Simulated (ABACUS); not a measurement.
Set up this calculation in ABACUS 3.10.1, as the native input.

* Task: band structure
* Functional: M06-L
* Potentials or basis: SG15 ONCV 1.2 PBE
* Cutoff: 1293 eV
* Density cutoff: 5170 eV
* Basis: plane waves
* Occupations: fermi-dirac, width 0.05 eV
* Spin: no spin polarisation
* Radial cutoff of the potentials (pseudo_rcut): 10 bohr
* Threshold of the eigensolver: 1e-07 Ry
* Density: read from an earlier self-consistent run
* Path: G-X-W-K-G-L-U-W-L-K, U-X
* Points for each segment of the path: 10
* SCF threshold on the density: 1e-08
* Max SCF steps: 100
* Eigensolver: dav
* Mixing: broyden
* Mixing share: 0.7
* Symmetry key: -1
* Bands: 19

The system is Pd.

```
CELL_PARAMETERS angstrom
0.00000 1.94650 1.94650
1.94650 0.00000 1.94650
1.94650 1.94650 0.00000
ATOMIC_POSITIONS crystal
Pd 0.00000 0.00000 0.00000
```

One way to write it, as run:

INPUT

```
INPUT_PARAMETERS
suffix              Pd
calculation         nscf
basis_type          pw
pseudo_dir          ./
symmetry            -1
dft_functional      MGGA_X_M06_L+MGGA_C_M06_L
ecutwfc             95.0
pseudo_rcut         10
nspin               1
nbands              19
ks_solver           dav
smearing_method     fd
smearing_sigma      0.00367493
scf_thr             1e-08
scf_nmax            100
mixing_type         broyden
mixing_beta         0.7
mixing_tau          1
init_chg            file
pw_diag_thr         1e-07
out_band            1
kpar                4
```

STRU

```
ATOMIC_SPECIES
Pd 106.4200 Pd_ONCV_PBE-1.2.upf

LATTICE_CONSTANT
1.8897261246

LATTICE_VECTORS
0.0000000000 1.9465000000 1.9465000000
1.9465000000 0.0000000000 1.9465000000
1.9465000000 1.9465000000 0.0000000000

ATOMIC_POSITIONS
Direct

Pd
0.0
1
0.0000000000 0.0000000000 0.0000000000 1 1 1
```

KPT

```
K_POINTS
12
Line
0.00000000 0.00000000 0.00000000 10 // G
0.50000000 0.00000000 0.50000000 10 // X
0.50000000 0.25000000 0.75000000 10 // W
0.37500000 0.37500000 0.75000000 10 // K
0.00000000 0.00000000 0.00000000 10 // G
0.50000000 0.50000000 0.50000000 10 // L
0.62500000 0.25000000 0.62500000 10 // U
0.50000000 0.25000000 0.75000000 10 // W
0.50000000 0.50000000 0.50000000 10 // L
0.37500000 0.37500000 0.75000000 1 // K
0.62500000 0.25000000 0.62500000 10 // U
0.50000000 0.00000000 0.50000000 1 // X
```

Potentials or basis: SG15 ONCV 1.2 PBE, plane waves.

Command:

```sh
$ OMP_NUM_THREADS=1 mpirun -np 4 abacus > log
```

It took 30 s on 4 MPI ranks on Intel(R) Xeon(R) Platinum 8175M CPU @ 2.50GHz (Skylake/Cascade Lake) (shared host), peak memory 0.36 GiB a rank.
